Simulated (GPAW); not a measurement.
CdS (Greenockite):

```xyz
4
Lattice="4.1500 0.0000 0.0000 -2.0750 3.5940 0.0000 0.0000 0.0000 6.7370" Properties=species:S:1:pos:R:3 pbc="T T T"
Cd    2.0750    1.1980    3.3685
Cd    0.0000    2.3960    0.0000
S     2.0750    1.1980    5.8949
S     0.0000    2.3960    2.5264
```

Base run:

* Program: GPAW 26.7.0
* Functional: M06-L
* Potentials or basis: GPAW PAW data sets (gpaw-data 1.2.1)
* Cutoff: 600 eV
* Basis: pw
* k mesh: 5 × 5 × 3
* Occupations: fermi-dirac, width 0.05 eV
* Spin: spin-orbit coupling, no magnetisation

Its results: band gap on the k mesh 1.71 eV, direct; largest force 0.071 eV/Å.

Task: The run is repeated on the same cell with these changes: functional from M06-L to vdW-DF; soc after scf from second variation without the xc potential to second variation. What comes out?

Result: Band gap on the k mesh 1.28 eV, direct; largest force 0.066 eV/Å.

Caveats: spin-orbit coupling was added after a scalar SCF, so levels and gaps hold it while energy, forces, pressure and moments don't; this program's spin-orbit splittings come out too wide for heavy elements; the PAW data sets were made with another functional, which shifts forces and pressure a little.

Not every run made on this cell is shown here.
